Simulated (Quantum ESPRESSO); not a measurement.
Nb: band structure with revPBE

Nb:

```
Nb
1.0
    -1.66395    1.66395    1.66395
     1.66395   -1.66395    1.66395
     1.66395    1.66395   -1.66395
Nb
1
Direct
  0.00000 0.00000 0.00000
```

```yaml
Program: Quantum ESPRESSO 7.5
Task: band structure
Functional: revPBE
Potentials_or_basis: SG15 PBE 1.2
Cutoff: 952 eV
Density_cutoff: 3810 eV
k_mesh: 11 × 11 × 11
Occupations: fermi-dirac, width 0.05 eV
Spin: no spin polarisation
Mixing_beta: 0.5
Most_SCF_iterations: 120
SCF_threshold: 2e-10 Ry
```

```
Pressure               : -0.3 GPa
Band gap on the k mesh : none (metal or under the smearing width)
```

Levels at the corners of the path, in eV from the Fermi level:
| point | band 2 | band 3 | band 4 | band 5 | band 6 | band 7 | band 8 | band 9 | band 10 | band 11 |
| --- | --- | --- | --- | --- | --- | --- | --- | --- | --- | --- |
| Γ | -29.76 | -29.76 | -29.76 | -5.83 | 0.40 | 0.40 | 0.40 | 3.23 | 3.23 | 14.35 |
| H | -30.62 | -30.62 | -30.62 | -3.56 | -3.56 | 5.46 | 5.46 | 5.46 | 8.96 | 8.96 |
| N | -31.01 | -30.15 | -29.77 | -3.59 | -1.56 | 2.20 | 3.25 | 3.91 | 6.20 | 11.68 |
| Γ | -29.76 | -29.76 | -29.76 | -5.83 | 0.40 | 0.40 | 0.40 | 3.23 | 3.23 | 14.35 |
| P | -30.39 | -30.39 | -30.39 | -1.05 | -1.05 | -1.05 | 4.04 | 4.04 | 9.33 | 11.70 |
| H | -30.62 | -30.62 | -30.62 | -3.56 | -3.56 | 5.46 | 5.46 | 5.46 | 8.96 | 8.96 |
| P | -30.39 | -30.39 | -30.39 | -1.05 | -1.05 | -1.05 | 4.04 | 4.04 | 9.33 | 11.70 |
| N | -31.01 | -30.15 | -29.77 | -3.59 | -1.56 | 2.20 | 3.25 | 3.91 | 6.20 | 11.68 |

It took 25 s on 1 thread of Intel(R) Xeon(R) Platinum 8259CL CPU @ 2.50GHz (Skylake/Cascade Lake) (shared host), peak memory 0.09 GiB.

Caveat: the potentials were made for another functional, which shifts forces and pressure.
